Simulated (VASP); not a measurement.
# ZrC (Fm-3m) in VASP: notebook

Aim: see how the results for ZrC move with the level of theory and the settings. Levels: PBE, LDA+U. Tasks: single point.

Everything below comes from runs of VASP 6.6.1. Logs are shortened: lines on timing, memory, paths and dates and some standing lists are left out, and cuts for length are marked.

## (1) Starting point

Symmetry: Fm-3m, No. 225, cubic system. The conventional cell has a = 4.730 Å, b = 4.730 Å, c = 4.730 Å, α = 90.00°, β = 90.00°, γ = 90.00°. Around Zr (site symmetry m-3m) lie 6 C at 2.37 Å. C (site symmetry m-3m) is surrounded by 6 Zr at 2.37 Å.

## (2) Single point, PBE

The input, INCAR:

```
PREC = Accurate ; ENCUT = 520
EDIFF = 1E-6 ; ISMEAR = -1
SIGMA = 0.05 ; LREAL = F
LASPH = T ; NELM = 100
ALGO = Fast ; ISIF = 2
LWAVE = F ; LCHARG = F
GGA = PE ; NBANDS = 15
```

The input, KPOINTS:

```
regular mesh
0
Gamma
  10 10 10
```

The input, POSCAR:

```
ZrC
1.0
    0.0000000000      2.3650000000      2.3650000000
    2.3650000000      0.0000000000      2.3650000000
    2.3650000000      2.3650000000      0.0000000000
Zr C
1 1
Direct
    0.5000000000      0.5000000000      0.5000000000
    0.0000000000      0.0000000000      0.0000000000
```

Potentials or basis: VASP PAW PBE potentials, release 64 (Zr_sv, C).

Run with:

```console
$ cat potpaw_PBE.64/Zr_sv/POTCAR potpaw_PBE.64/C/POTCAR > POTCAR
$ mpirun -np 1 vasp_std > vasp.out
```

OUTCAR:

```text
PREC = Accurate
   ENCUT = 520
   EDIFF = 1E-6
   ISMEAR = -1
   LREAL = F
   LASPH = T
   NELM = 100
   ISIF = 2
   GGA = PE

 ion  position               nearest neighbor table
   1  0.500  0.500  0.500-   2 2.37   2 2.37   2 2.37   2 2.37   2 2.37   2 2.37
   2  0.000  0.000  0.000-   1 2.37   1 2.37   1 2.37   1 2.37   1 2.37   1 2.37

  LATTYP: Found a face centered cubic cell.
 ALAT       =     4.7300000000

  Lattice vectors:

 A1 = (   0.0000000000,   2.3650000000,   2.3650000000)
 A2 = (   2.3650000000,   0.0000000000,   2.3650000000)
 A3 = (   2.3650000000,   2.3650000000,   0.0000000000)

Analysis of symmetry for initial positions (statically):
=====================================================================
 Subroutine PRICEL returns:
 Original cell was already a primitive cell.

 Routine SETGRP: Setting up the symmetry group for a
 face centered cubic supercell.

 Subroutine GETGRP returns: Found 48 space group operations
 (whereof 48 operations were pure point group operations)
 out of a pool of 48 trial point group operations.

The static configuration has the point symmetry O_h .

Analysis of symmetry for dynamics (positions and initial velocities):
=====================================================================
 Subroutine PRICEL returns:
 Original cell was already a primitive cell.

 Routine SETGRP: Setting up the symmetry group for a
 face centered cubic supercell.

 Subroutine GETGRP returns: Found 48 space group operations
 (whereof 48 operations were pure point group operations)
 out of a pool of 48 trial point group operations.

The dynamic configuration has the point symmetry O_h .

 Subroutine INISYM returns: Found 48 space group operations
 (whereof 48 operations are pure point group operations),
 and found     1 'primitive' translations

----------------------------------------------------------------------------------------

                                     Primitive cell

  volume of cell :      26.4560

  direct lattice vectors                    reciprocal lattice vectors
     0.000000000  2.365000000  2.365000000    -0.211416490  0.211416490  0.211416490
     2.365000000  0.000000000  2.365000000     0.211416490 -0.211416490  0.211416490
     2.365000000  2.365000000  0.000000000     0.211416490  0.211416490 -0.211416490

  length of vectors
     3.344615075  3.344615075  3.344615075     0.366184103  0.366184103  0.366184103

  position of ions in fractional coordinates (direct lattice)
     0.500000000  0.500000000  0.500000000
     0.000000000  0.000000000  0.000000000

  ion indices of the primitive-cell ions
   primitive index   ion index
                 1           1
                 2           2

----------------------------------------------------------------------------------------

 KPOINTS: regular mesh

Automatic generation of k-mesh.
 Grid dimensions read from file:
 generate k-points for:   10   10   10

 Generating k-lattice:

  Cartesian coordinates                     Fractional coordinates (reciprocal lattice)
    -0.021141649  0.021141649  0.021141649     0.100000000  0.000000000  0.000000000
     0.021141649 -0.021141649  0.021141649     0.000000000  0.100000000  0.000000000
     0.021141649  0.021141649 -0.021141649     0.000000000  0.000000000  0.100000000

  Length of vectors
     0.036618410  0.036618410  0.036618410

  Shift w.r.t. Gamma in fractional coordinates (k-lattice)
     0.000000000  0.000000000  0.000000000

 Subroutine IBZKPT returns following result:
 ===========================================

 Found     47 irreducible k-points:

 Following reciprocal coordinates:
            Coordinates               Weight
  0.000000  0.000000  0.000000      1.000000
  0.100000  0.000000  0.000000      8.000000
  0.200000  0.000000  0.000000      8.000000
  0.300000  0.000000  0.000000      8.000000
  0.400000  0.000000  0.000000      8.000000
  0.500000  0.000000  0.000000      4.000000
[... 16 lines left out ...]
  0.300000  0.300000  0.000000      6.000000
  0.400000  0.300000  0.000000     24.000000
 [... further k-points ...]
   k-points           NKPTS =     47   k-points in BZ     NKDIM =     47   number of bands    NBANDS=     15
   number of dos      NEDOS =    301   number of ions     NIONS =      2
   total plane-waves  NPLWV =  21952
   dimension x,y,z NGX =    28 NGY =   28 NGZ =   28
   dimension x,y,z NGXF=    56 NGYF=   56 NGZF=   56
   ions per type =               1   1
   NGX,Y,Z   is equivalent  to a cutoff of  13.92, 13.92, 13.92 a.u.
   NGXF,Y,Z  is equivalent  to a cutoff of  27.84, 27.84, 27.84 a.u.
 SYSTEM =  unknown system
   PREC   = accura    normal or accurate (medium, high low for compatibility)
   ISTART =      0    job   : 0-new  1-cont  2-samecut
   ICHARG =      2    charge: 1-file 2-atom 10-const
   ISPIN  =      1    spin polarized calculation?
   LNONCOLLINEAR =      F non collinear calculations
   LSORBIT =      F    spin-orbit coupling
   LASPH  =      T    aspherical Exc in radial PAW
   ENCUT  =  520.0 eV  38.22 Ry    6.18 a.u.   6.22  6.22  6.22*2*pi/ulx,y,z
   NELM   =    100;   NELMIN=  2; NELMDL= -5     # of ELM steps
   EDIFF  = 0.1E-05   stopping-criterion for ELM
   LREAL  =      F    real-space projection
   EDIFFG = 0.1E-04   stopping-criterion for IOM
   NSW    =      0    number of steps for IOM
   IBRION =     -1    ionic relax: 0-MD 1-quasi-New 2-CG
   NFREE  =      0    steps in history (QN), initial steepest desc. (CG)
   ISIF   =      2    stress and relaxation
   ISYM   =      2    0-nonsym 1-usesym 2-fastsym
   POTIM  = 0.5000    time-step for ionic-motion
   TEBEG  =    0.0;   TEEND  =   0.0 temperature during run
   PSTRESS=    0.0 pullay stress
   NELECT =      16.0000    total number of electrons
   NUPDOWN=      -1.0000    fix difference up-down
   EMIN   =  10.00;   EMAX   =-10.00  energy-range for DOS
   EFERMI =   0.00;   METHOD = LEGACY
   ISMEAR =    -1;   SIGMA  =   0.05  broadening in eV -4-tet -1-fermi 0-gaus
   EFERMI_NEDOS =   21; number of points for ismear=-14 and -15
   IALGO  =     68    algorithm
   IMIX   =      4    mixing-type and parameters
     AMIX     =   0.40;   BMIX     =  1.00
     AMIX_MAG =   1.60;   BMIX_MAG =  1.00
  volume/ion in A,a.u.               =      13.23        89.27
  Fermi-wavevector in a.u.,A,eV,Ry     =   1.384439  2.616209 26.077880  1.916670
  Thomas-Fermi vector in A             =   2.508943
   LORBIT       =      0    0 simple, 1 ext, 2 COOP (PROOUT), +10 PAW based schemes
   GGA     = PE    functional components
   LHFCALC =     F    Hartree Fock is set to
   AEXX    =    0.0000 exact exchange contribution
   IVDW    =     0    specifies the selected vdW correction
   LEPSILON=     F    determine dielectric tensor
   LRPA    =     F    only Hartree local field effects (RPA)
 non-spin polarized calculation
 RMM-DIIS sequential band-by-band and
  energy-cutoff  :      520.00
  volume of cell :       26.46
 maximum number of plane-waves:       728
 NGX is ok and might be reduce to    28
   NGX = 13   NGY = 13   NGZ = 13

 number of electron      16.0000000 magnetization

 Free energy of the ion-electron system (eV)
  ---------------------------------------------------
  ext. energy  EPLUGINS =         0.00000000
  ---------------------------------------------------
  free energy    TOTEN  =       -19.45832678 eV

  energy without entropy =      -19.45574891  energy(sigma->0) =      -19.45703785

 E-fermi :   9.4075     XC(G=0): -12.0406

 val. band max:        9.3350841697   @ k =   0.1000   0.0000   0.0000
 cond. band min:       9.4381330790   @ k =   0.5000   0.5000   0.0000
 fundamental gap:      0.1030489093
 Fermi energy:         9.4075338124

 k-point     1 :       0.0000    0.0000    0.0000
  band No.  band energies     occupation
      1     -38.7807      2.00000
      2     -16.5029      2.00000
      3     -16.5029      2.00000
      4     -16.5029      2.00000
      5      -1.8419      2.00000
      6      10.3277      0.00000
      7      10.3277      0.00000
      8      10.3277      0.00000
      9      10.4846      0.00000
     10      10.4846      0.00000
     11      10.4846      0.00000
     12      12.1554      0.00000
     13      12.1554      0.00000
     14      16.4927      0.00000
     15      19.8264      0.00000

 k-point     2 :       0.1000    0.0000    0.0000
  band No.  band energies     occupation
      1     -38.7719      2.00000
      2     -16.5842      2.00000
      3     -16.5101      2.00000
      4     -16.5101      2.00000
      5      -1.6237      2.00000
      6       9.0418      1.99867
      7       9.3351      1.61969
      8       9.3351      1.61969
      9      10.8483      0.00000
     10      10.8483      0.00000
     11      11.2772      0.00000
     12      13.2417      0.00000
     13      13.2417      0.00000
     14      16.9671      0.00000
     15      20.4170      0.00000

 k-point     3 :       0.2000    0.0000    0.0000
  band No.  band energies     occupation
      1     -38.7488      2.00000
      2     -16.7914      2.00000
      3     -16.5289      2.00000
      4     -16.5289      2.00000
      5      -1.0226      2.00000
      6       7.4660      2.00000
      7       8.1672      2.00000
      8       8.1672      2.00000
      9      11.4844      0.00000
     10      11.4844      0.00000
     11      11.8339      0.00000
     12      15.0792      0.00000
     13      15.0792      0.00000
     14      17.9344      0.00000
     15      21.7668      0.00000
[... 343 lines left out ...]
 k-point    23 :       0.3000    0.3000    0.0000
  band No.  band energies     occupation
      1     -38.7000      2.00000
      2     -16.9756      2.00000
      3     -16.6771      2.00000
      4     -16.6771      2.00000
      5      -0.4939      2.00000
      6       6.0807      2.00000
      7       8.4417      2.00000
      8       9.0704      1.99764
      9       9.0704      1.99764
     10      13.1254      0.00000
     11      14.4827      0.00000
     12      14.4827      0.00000
     13      16.3158      0.00000
     14      20.9540      0.00000
     15      23.8389      0.00000

 k-point    24 :       0.4000    0.3000    0.0000
  band No.  band energies     occupation
      1     -38.6815      2.00000
      2     -17.0721      2.00000
      3     -16.7290      2.00000
      4     -16.7047      2.00000
      5      -0.3655      2.00000
      6       6.2365      2.00000
      7       7.7368      2.00000
      8       8.7703      1.99999
      9       9.5961      0.04501
     10      13.8467      0.00000
     11      14.7779      0.00000
     12      14.8930      0.00000
     13      16.9754      0.00000
     14      20.8397      0.00000
     15      22.1697      0.00000

 [... further k-points ...]

------------------------ aborting loop because EDIFF is reached ----------------------------------------

  FORCE on cell =-STRESS in cart. coord.  units (eV):
  Direction    XX          YY          ZZ          XY          YZ          ZX
  --------------------------------------------------------------------------------------
  -------------------------------------------------------------------------------------
  Total       -0.4437471     -0.4437471     -0.4437471     -0.0000000      0.0000000     -0.0000000
  in kB      -26.8734066    -26.8734066    -26.8734066     -0.0000000      0.0000000     -0.0000000
  external PRESSURE =     -26.8734066 kB  Pullay stress =       0.0000000 kB

 VOLUME and BASIS-vectors are now :
 -----------------------------------------------------------------------------
  energy-cutoff  :      520.00
  volume of cell :       26.46
      direct lattice vectors                 reciprocal lattice vectors
     0.000000000  2.365000000  2.365000000    -0.211416490  0.211416490  0.211416490
     2.365000000  0.000000000  2.365000000     0.211416490 -0.211416490  0.211416490
     2.365000000  2.365000000  0.000000000     0.211416490  0.211416490 -0.211416490

 POSITION                                       TOTAL-FORCE (eV/Angst)
 -----------------------------------------------------------------------------------
      2.36500      2.36500      2.36500        -0.000000      0.000000      0.000000
      0.00000      0.00000      0.00000         0.000000     -0.000000     -0.000000
 -----------------------------------------------------------------------------------
    total drift:                                0.000000      0.000000      0.000000

  FREE ENERGIE OF THE ION-ELECTRON SYSTEM (eV)
  ---------------------------------------------------
  free  energy   TOTEN  =       -19.4583267829 eV

  energy  without entropy=      -19.4557489106  energy(sigma->0) =      -19.45703785
```

Wall time 41 s (1 thread of Intel Xeon Platinum 8259CL at 2.50GHz (Skylake/Cascade Lake), shared host); peak memory 0.16 GiB.

Results:

| Item | Value |
| --- | --- |
| Free energy | -19.4583 eV |
| Pressure | -2.7 GPa |
| Band gap on the k mesh | none (metal or under the smearing width) |

Levels at points of the mesh, in eV from the Fermi level:
| k point | band 5 | band 6 | band 7 | band 8 | band 9 | band 10 | band 11 | band 12 |
| --- | --- | --- | --- | --- | --- | --- | --- | --- |
| (0.00, 0.00, 0.00) | -11.25 | 0.92 | 0.92 | 0.92 | 1.08 | 1.08 | 1.08 | 2.75 |
| (0.50, 0.00, 0.00) | -8.27 | -5.23 | -2.88 | -2.88 | 4.39 | 4.39 | 5.20 | 6.44 |
| (0.50, 0.50, 0.00) | -10.08 | -2.10 | -1.71 | 0.03 | 0.03 | 4.34 | 5.52 | 5.52 |

## (3) Single point, PBE (volume scaled by 1.06)

The input, INCAR:

```
ALGO = Fast
EDIFF = 1E-7
ENCUT = 520
GGA = PE
ISIF = 2
ISMEAR = -1
LASPH = T
LCHARG = T
LELF = T
LREAL = F
LVHAR = T
LWAVE = F
NBANDS = 15
NELM = 100
PREC = Accurate
SIGMA = 0.05
```

The input, KPOINTS:

```
k-points
0
Gamma
  10 10 10
```

The input, POSCAR:

```
ZrC
1.0
    0.0000000000      2.4113843250      2.4113843250
    2.4113843250      0.0000000000      2.4113843250
    2.4113843250      2.4113843250      0.0000000000
Zr C
1 1
Direct
    0.5000000000      0.5000000000      0.5000000000
    0.0000000000      0.0000000000      0.0000000000
```

Potentials or basis: VASP PAW PBE potentials, release 64 (Zr_sv, C).

Run with:

```console
$ cat potpaw_PBE.64/Zr_sv/POTCAR potpaw_PBE.64/C/POTCAR > POTCAR
$ mpirun -np 1 vasp_std > vasp.out
```

OUTCAR:

```text
EDIFF = 1E-7
   ENCUT = 520
   GGA = PE
   ISIF = 2
   ISMEAR = -1
   LASPH = T
   LREAL = F
   NELM = 100
   PREC = Accurate

 ion  position               nearest neighbor table
   1  0.500  0.500  0.500-   2 2.41   2 2.41   2 2.41   2 2.41   2 2.41   2 2.41
   2  0.000  0.000  0.000-   1 2.41   1 2.41   1 2.41   1 2.41   1 2.41   1 2.41

  LATTYP: Found a face centered cubic cell.
 ALAT       =     4.8227686500

  Lattice vectors:

[... 618 lines left out ...]

 [... further k-points ...]

------------------------ aborting loop because EDIFF is reached ----------------------------------------

  FORCE on cell =-STRESS in cart. coord.  units (eV):
  Direction    XX          YY          ZZ          XY          YZ          ZX
  --------------------------------------------------------------------------------------
  -------------------------------------------------------------------------------------
  Total       -2.3759899     -2.3759899     -2.3759899     -0.0000000     -0.0000000      0.0000000
  in kB     -135.7456376   -135.7456376   -135.7456376     -0.0000000     -0.0000000      0.0000000
  external PRESSURE =    -135.7456376 kB  Pullay stress =       0.0000000 kB

 VOLUME and BASIS-vectors are now :
 -----------------------------------------------------------------------------
  energy-cutoff  :      520.00
  volume of cell :       28.04
      direct lattice vectors                 reciprocal lattice vectors
     0.000000000  2.411384325  2.411384325    -0.207349776  0.207349776  0.207349776
     2.411384325  0.000000000  2.411384325     0.207349776 -0.207349776  0.207349776
     2.411384325  2.411384325  0.000000000     0.207349776  0.207349776 -0.207349776

 POSITION                                       TOTAL-FORCE (eV/Angst)
 -----------------------------------------------------------------------------------
      2.41138      2.41138      2.41138         0.000000      0.000000      0.000000
      0.00000      0.00000      0.00000        -0.000000     -0.000000     -0.000000
 -----------------------------------------------------------------------------------
    total drift:                                0.000000      0.000000      0.000000

  FREE ENERGIE OF THE ION-ELECTRON SYSTEM (eV)
  ---------------------------------------------------
  free  energy   TOTEN  =       -19.3759600827 eV

  energy  without entropy=      -19.3731658131  energy(sigma->0) =      -19.37456295
```

OSZICAR:

```text
N       E                     dE             d eps       ncg     rms          rms(c)
DAV:   1     0.100931112526E+03    0.10093E+03   -0.85559E+03  1410   0.107E+03
DAV:   2    -0.164587109437E+02   -0.11739E+03   -0.11083E+03  1753   0.286E+02
DAV:   3    -0.228227852113E+02   -0.63641E+01   -0.63200E+01  2472   0.558E+01
[... 11 lines left out ...]
RMM:  15    -0.193759584510E+02   -0.24926E-05   -0.14781E-05  2108   0.222E-02    0.320E-03
RMM:  16    -0.193759596319E+02   -0.11809E-05   -0.52668E-06  1952   0.135E-02    0.182E-03
RMM:  17    -0.193759598476E+02   -0.21575E-06   -0.20082E-06  1576   0.586E-03    0.452E-04
RMM:  18    -0.193759599828E+02   -0.13523E-06   -0.84468E-07  1229   0.352E-03    0.515E-04
RMM:  19    -0.193759600827E+02   -0.99873E-07   -0.40753E-07  1189   0.252E-03
   1 F= -.19375960E+02 E0= -.19374563E+02  d E =-.279427E-02
```

stdout:

```text
POSCAR found type information on POSCAR ZrC
 POSCAR found :  2 types and       2 ions
 scaLAPACK will be used
 LDA part: xc-table for (Slater+PW92), standard interpolation
 POSCAR, INCAR and KPOINTS ok, starting setup
 FFT: planning ... GRIDC
 FFT: planning ... GRID_SOFT
 FFT: planning ... GRID
 WAVECAR not read
 entering main loop
WARNING in EDDRMM: call to ZHEGV failed, returncode =   8  4      8
 num prob RMM:  17    -0.193759598476E+02   -0.21575E-06   -0.20082E-06  1576   0.586E-03    0.452E-04
 num prob  num prob RMM:  19    -0.193759600827E+02   -0.99873E-07   -0.40753E-07  1189   0.252E-03
```

Run time: 50 s. Hardware: 1 thread of Intel Xeon Platinum 8259CL at 2.50GHz (Skylake/Cascade Lake), shared host; peak memory 0.16 GiB.

Results:

```yaml
Free_energy: -19.3760 eV
Pressure: -13.6 GPa
Band_gap_on_the_k_mesh: none (metal or under the smearing width)
```

Levels at points of the mesh, in eV from the Fermi level:
```
           k point  band 6  band 7  band 8  band 9  band 10  band 11
(0.00, 0.00, 0.00)    0.90    0.90    0.90    1.04     1.04     1.04
(0.50, 0.00, 0.00)   -5.01   -2.70   -2.70    4.08     4.08     4.84
(0.50, 0.50, 0.00)   -2.17   -1.55   -0.02   -0.02     4.03     5.11
```

## (4) Single point, PBE

The input, INCAR:

```
SYSTEM = ZrC
PREC = Accurate
ENCUT = 520
EDIFF = 1E-6
ISMEAR = -1
SIGMA = 0.03
LREAL = .FALSE.
LASPH = .TRUE.
NELM = 80
ALGO = Fast
ISIF = 2
LWAVE = .FALSE.
LCHARG = .FALSE.
GGA = PE
NBANDS = 15
```

The input, KPOINTS:

```
regular mesh
0
G
  5 5 5
  0 0 0
```

The input, POSCAR:

```
ZrC
1.0
    0.0000000000      2.3650000000      2.3650000000
    2.3650000000      0.0000000000      2.3650000000
    2.3650000000      2.3650000000      0.0000000000
Zr C
1 1
Direct
    0.5000000000      0.5000000000      0.5000000000
    0.0000000000      0.0000000000      0.0000000000
```

Run with:

```console
$ cat potpaw_PBE.64/Zr_sv/POTCAR potpaw_PBE.64/C/POTCAR > POTCAR
$ mpirun -np 1 vasp_std > vasp.out
```

Wall time 9.6 s (1 thread of AMD EPYC 7R13 (Zen 3), shared host); peak memory 0.12 GiB.

The run converged. Its results:

```
Free energy            : -19.4182 eV
Pressure               : -2.7 GPa
Band gap on the k mesh : none (metal or under the smearing width)
```

Levels at points of the mesh, in eV from the Fermi level:
```
           k point  band 5  band 6  band 7  band 8  band 9  band 10  band 11  band 12
(0.00, 0.00, 0.00)  -11.13    1.04    1.04    1.04    1.21     1.21     1.21     2.88
```

Caveat: the k mesh is coarse (spacing up to 0.46 Å⁻¹), so the values aren't converged.

(Part 1 of 2 ends here.)
